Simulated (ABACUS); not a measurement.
## HfO2: single point with LDA

Crystal: HfO2.

```
Hf O
1.0
     0.00000    2.55750    2.55750
     2.55750    0.00000    2.55750
     2.55750    2.55750    0.00000
Hf O
1 2
Direct
  0.00000 0.00000 0.00000
  0.75000 0.75000 0.75000
  0.25000 0.25000 0.25000
```

Measurements of this composition are mostly on another form, of space group No. 14.

```yaml
Program: ABACUS 3.10.1
Task: single point
Functional: LDA
Potentials_or_basis: GBRV ultrasoft 1.5 LDA
Cutoff: 544 eV
Density_cutoff: 4354 eV
Basis: plane waves
k_mesh: 7 × 7 × 7
Occupations: fermi-dirac, width 0.05 eV
Spin: no spin polarisation
Radial_cutoff_of_the_potentials_pseudo_rcut: 10 bohr
SCF_threshold_on_the_density: 1e-08
Max_SCF_steps: 100
Eigensolver: dav
Mixing: broyden
Mixing_share: 0.7
Symmetry_key: 1
Bands: 22
```

```yaml
Pressure: -18.6 GPa
Band_gap_on_the_k_mesh: 3.74 eV, indirect (least direct gap 3.91 eV)
```

Levels at points of the mesh, in eV from the valence-band top:
```csv
k point,band 10,band 11,band 12,band 13,band 14
"(0.00, 0.00, 0.00)",-0.51,-0.51,-0.51,3.77,3.77
```

It took 17 s on 4 MPI ranks on Intel(R) Xeon(R) Platinum 8488C (Sapphire Rapids) (shared host), peak memory 0.92 GiB a rank.

Caveat: so large a pressure means that the cell lies far from this level's equilibrium, or that cutoff or potentials fall short; spin-orbit coupling is left out, which moves the levels of the heavy elements; an odd mesh through Γ misses points on the zone boundary, where band edges often lie.
